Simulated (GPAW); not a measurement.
The system is CuO.

```xyz
4
Lattice="1.9910 -2.1536 0.0000 1.9910 2.1536 0.0000 0.0000 0.0000 5.1559" Properties=species:S:1:pos:R:3 pbc="T T T"
Cu    0.9955   -1.0768    0.0000
Cu    0.9955    1.0768    2.5780
O     1.9910    0.0000    1.2890
O     1.9910    0.0000    3.8669
```

Measurements of this composition are mostly on another form, of space group No. 15.

- Program: GPAW 26.7.0
- Task: relaxation of cell and atoms
- Functional: PBEsol
- Potentials or basis: PAW data sets generated in the run's folder for this functional
- Cutoff: 800 eV
- Basis: pw
- k mesh: 6 × 6 × 4
- Occupations: fermi-dirac, width 0.05 eV
- Spin: no spin polarisation

At the start: pressure -3.7 GPa; volume 11.05 Å³/atom.

Q: How do energy, volume and symmetry change on relaxing?

A: Over 17 steps the energy falls by 2.9 meV/atom and the volume is 10.81 Å³/atom (-2.2 %); space group P4_2/mmc (No. 131, to 0.05 Å).

Step by step:
```
step  energy change (eV)  largest force (eV/Å)  pressure (GPa)  volume (Å³)
   1              0.0000                0.0000           -3.73        44.21
   2             -0.0022                0.0000           -3.29        44.09
   3             -0.0077                0.0000            0.11        43.22
   4             -0.0078                0.0000            0.01        43.24
   5             -0.0084                0.0001           -0.28        43.30
   6             -0.0087                0.0001           -0.43        43.31
   7             -0.0088                0.0002           -0.34        43.25
   8             -0.0085                0.0002           -0.09        43.17
   9             -0.0084                0.0001            0.07        43.13
  10             -0.0083                0.0000            0.17        43.11
  11             -0.0083                0.0002            0.33        43.08
  12             -0.0084                0.0007            0.57        43.04
  13             -0.0087                0.0016            0.82        43.02
  14             -0.0096                0.0028            0.90        43.05
  15             -0.0108                0.0032            0.56        43.15
  16             -0.0114                0.0022            0.20        43.22
  17             -0.0115                0.0012            0.03        43.26
```

Final structure:
```
Cu O
1.0
     2.05433   -2.05155    0.00000
     2.05433    2.05155    0.00000
     0.00000    0.00000    5.13191
Cu O
2 2
Direct
  0.50000 0.00000 0.00000
  0.00000 0.50000 0.50000
  0.50000 0.50000 0.24999
  0.50000 0.50000 0.75001
```

Caveat: with this Cu data set, volumes or pressures lay over 1.5 % or 2 GPa off other programs in two to four cells of ten; later steps reuse the first step's grids; the run has no spin polarisation, though such a crystal can be magnetic.
